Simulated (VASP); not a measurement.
# NaCl (Fm-3m) in VASP: further runs, part 3 of 3

VASP 6.6.1.

**7. G0W0 quasiparticle levels, PBE**

Contents of POSCAR:

```
NaCl                                    
1.0
   -0.0000000000      2.8482305685      2.8482305685
    2.8482305685      0.0000000000      2.8482305685
    2.8482305685      2.8482305685     -0.0000000000
  Na              Cl            
     1     1
Direct
     1.0000000000000000    0.0000000000000000    0.0000000000000000
     0.5000000000000000    0.5000000000000000    0.5000000000000000
```

Contents of INCAR.step1:

```
SYSTEM = NaCl
PREC = Accurate ; ENCUT = 400
EDIFF = 1E-8 ; ISMEAR = 0
SIGMA = 0.01 ; LREAL = .FALSE.
LASPH = .TRUE. ; NELM = 60
ALGO = Fast ; LWAVE = .TRUE.
LCHARG = .FALSE. ; GGA = PE
KPAR = 4
```

Contents of INCAR.step2:

```
SYSTEM = NaCl
PREC = Accurate ; ENCUT = 400
EDIFF = 1E-8 ; ISMEAR = 0
SIGMA = 0.01 ; LREAL = .FALSE.
LASPH = .TRUE. ; NELM = 1
ALGO = Exact ; LWAVE = .TRUE.
LCHARG = .FALSE. ; GGA = PE
NBANDS = 191 ; LOPTICS = .TRUE.
ISTART = 1 ; KPAR = 4
```

Contents of INCAR.step3:

```
SYSTEM = NaCl
PREC = Accurate ; ENCUT = 400
EDIFF = 1E-8 ; ISMEAR = 0
SIGMA = 0.01 ; LREAL = .FALSE.
LASPH = .TRUE. ; ALGO = EVGW0
LWAVE = .FALSE. ; LCHARG = .FALSE.
GGA = PE ; NELMGW = 1
NBANDS = 191 ; ENCUTGW = 150
NOMEGA = 60 ; PRECFOCK = Fast
ISTART = 1 ; NBANDSGW = 16
KPAR = 4
```

Contents of KPOINTS:

```
regular mesh
0
G
  4 4 4
  0 0 0
```

Potentials or basis: VASP PAW PBE potentials, release 64 (Na_sv_GW, Cl_GW).

On the command line:

```console
> cat potpaw_PBE.64/Na_sv_GW/POTCAR potpaw_PBE.64/Cl_GW/POTCAR > POTCAR
> cp INCAR.step1 INCAR
> mpirun -np 4 vasp_std > vasp.out
> cp INCAR.step2 INCAR
> mpirun -np 4 vasp_std > vasp.out
> cp INCAR.step3 INCAR
> mpirun -np 4 vasp_std > vasp.out
```

OUTCAR:

```text
SYSTEM = NaCl
   PREC = Accurate
   ENCUT = 400
   EDIFF = 1E-8
   ISMEAR = 0
   LREAL = .FALSE.
   LASPH = .TRUE.
   GGA = PE
   NELMGW = 1
   ENCUTGW = 150
   PRECFOCK = Fast
   ISTART = 1

 ion  position               nearest neighbor table
   1  0.000  0.000  0.000-
   2  0.500  0.500  0.500-

  LATTYP: Found a face centered cubic cell.
 ALAT       =     5.6964611370

  Lattice vectors:

 A1 = (   0.0000000000,   2.8482305685,   2.8482305685)
[... 154 lines left out ...]
   ENCUTLF             =  -1.0    cutoff for local field effects
   NELMGW              =     1    number of iterations in solving QP/BSE equation
   NELMHF              =     1    number of iterations in the inner HF iteration
   NKREDLFX            =     1    NKREDLFY  =   1   NKREDLFZ  =   1
 non-spin polarized calculation
 Gauss-broadening in eV      SIGMA  =   0.01
  energy-cutoff  :      400.00
  volume of cell :       46.21
 maximum number of plane-waves:       869
 NGX is ok and might be reduce to    28
  NGX = 16; NGY = 16; NGZ = 16
   NGX = 13   NGY = 13   NGZ = 13
 maximum number of plane-waves:       202

 QP shifts <psi_nk| G(iteration)W_0 |psi_nk>: iteration 1
 for sc-GW calculations column KS-energies equals QP-energies in previous step
 and V_xc(KS)=  KS-energies - (<T + V_ion + V_H > + <T+V_H+V_ion>^1  + <V_x>^1)

 k-point   1 :       0.0000    0.0000    0.0000
  band No.  KS-energies  QP-energies   sigma(KS)   V_xc(KS)     V^pw_x(r,r')   Z            occupation Imag(sigma)

      1     -50.0438     -59.1962     -41.1317     -29.2751     -49.1277       0.7719       2.0000       0.4244
      2     -21.9758     -27.8054     -35.5041     -28.3224     -41.3615       0.8117       2.0000       0.1845
      3     -21.9758     -27.8054     -35.5041     -28.3224     -41.3615       0.8117       2.0000       0.1845
      4     -21.9758     -27.8054     -35.5041     -28.3224     -41.3615       0.8117       2.0000       0.1845
      5     -13.6895     -15.2233     -17.1374     -14.9805     -24.2325       0.7111       2.0000       1.5707
      6      -1.0958      -3.0943     -16.9904     -14.4702     -18.8446       0.7930       2.0000       0.1435
[... 135 lines left out ...]
      2     -21.9873     -27.7447     -35.4572     -28.2797     -41.3101       0.8021       2.0000       0.1861
      3     -21.9873     -27.7447     -35.4572     -28.2797     -41.3101       0.8021       2.0000       0.1861
      4     -21.9845     -27.7386     -35.4619     -28.2888     -41.3213       0.8022       2.0000       0.1903
      5     -13.3239     -14.8194     -17.5326     -15.4507     -24.5603       0.7184       2.0000       1.4589
      6      -2.2228      -4.4010     -15.8608     -13.0957     -17.8725       0.7878       2.0000       0.1711
[... 8 lines left out ...]
     15      14.7917      16.3649      -8.1063     -10.0370      -3.9648       0.8148       0.0000      -0.3373
     16      15.4516      17.3458      -9.2941     -11.6494      -4.9805       0.8042       0.0000      -0.3435
```

OUTCAR.step2:

```text
SYSTEM = NaCl
   PREC = Accurate
   ENCUT = 400
   EDIFF = 1E-8
[... 723 lines left out ...]
  --------------------------------------------------------------------------------------------------------------
     0.00000     2.74663     2.74663     2.74663    -0.00000     0.00000    -0.00000
     2.34889     2.87474     2.87474     2.87474    -0.00000     0.00000    -0.00000
     4.69778     3.85294     3.85294     3.85294    -0.00000     0.00000    -0.00000
     7.04667     4.34730     4.34730     4.34730    -0.00000    -0.00000    -0.00000
     9.39556     2.79716     2.79716     2.79716    -0.00000     0.00000     0.00000
    11.74445    -0.50322    -0.50322    -0.50322    -0.00000    -0.00000     0.00000
[... 92 lines left out ...]
   230.19126     0.99144     0.99144     0.99144     0.00000    -0.00000     0.00000
   232.54015     0.99164     0.99164     0.99164     0.00000    -0.00000     0.00000
```

It took 51 s on 4 MPI ranks of AMD EPYC 9R14 (Zen 4), shared host; peak memory 0.37 GiB.

Results:

| Quantity | Value |
| --- | --- |
| Band gap on the k mesh, mean-field level | 5.00 eV, direct |
| Quasiparticle gap | 7.88 eV |
| Least direct quasiparticle gap | 7.88 eV |

Levels at points of the mesh, in eV from the valence-band top:
```tsv
k point	band 5	band 6	band 7	band 8	band 9	band 10	band 11	band 12
(0.00, 0.00, 0.00)	-12.59	0.00	0.00	0.00	5.00	11.01	11.01	11.01
(0.50, 0.00, 0.00)	-12.29	-1.83	-0.25	-0.25	7.21	10.39	10.82	10.82
(0.50, 0.50, 0.00)	-12.24	-1.58	-0.57	-0.57	7.44	8.07	11.11	14.52
```

Caveat: the k mesh is coarse (spacing up to 0.48 Å⁻¹), so the values aren't converged; the cutoff is under 1.25 times the usual one of these potentials, so pressure, stress and relaxed cells hold a basis-set (Pulay) error; bands, screening cutoff and mesh are small and nothing is extrapolated, so the quasiparticle values aren't converged.

**8. The runs side by side**

```csv
task,level,potentials or basis,spin,k mesh,cutoff (eV),smearing,grid for exact exchange (PRECFOCK),screening parameter,exchange at q = 0,GW scheme,cutoff of the response function,mesh quality,gap on the mesh (eV),pressure (GPa)
band structure,PBE,"VASP PAW PBE potentials, release 64 (Na_pv, Cl)",off,8 × 8 × 8,520,gaussian 0.02 eV,-,-,-,-,-,not flagged,4.99,-
band structure,PBE,"VASP PAW PBE potentials, release 64 (Na_pv, Cl)","non-collinear, zero start, SOC",8 × 8 × 8,520,gaussian 0.02 eV,-,-,-,-,-,not flagged,-,-
band structure,HSE06,"VASP PAW PBE potentials, release 64 (Na_pv, Cl)",off,6 × 6 × 6,520,gaussian 0.02 eV,Fast,0.2 1/A,-,-,-,not flagged,6.37,-0.5
band structure,r2SCAN,"VASP PAW PBE potentials, release 64 (Na_pv, Cl)",off,8 × 8 × 8,520,gaussian 0.02 eV,-,-,-,-,-,not flagged,5.80,-1.4
band structure,PBE0,"VASP PAW PBE potentials, release 64 (Na_pv, Cl)",off,6 × 6 × 6,520,gaussian 0.02 eV,Fast,-,truncated,-,-,not flagged,7.08,-0.6
G0W0 quasiparticle levels,PBE,"VASP PAW PBE potentials, release 64 (Na_sv_GW, Cl_GW)",off,4 × 4 × 4,400,gaussian 0.01 eV,-,-,-,G0W0,150,coarse,-,-
```

Alike in all rows: cell as given.

Caveats: some runs use coarse meshes; the PAW data sets were made with another functional, which shifts forces and pressure a little (some runs); the cutoff is under 1.25 times the usual one of these potentials, so pressure, stress and relaxed cells hold a basis-set (Pulay) error (some runs); bands, screening cutoff and mesh are small and nothing is extrapolated, so the quasiparticle values aren't converged (some runs).

Absolute energies hang on the potentials; compare differences alone.
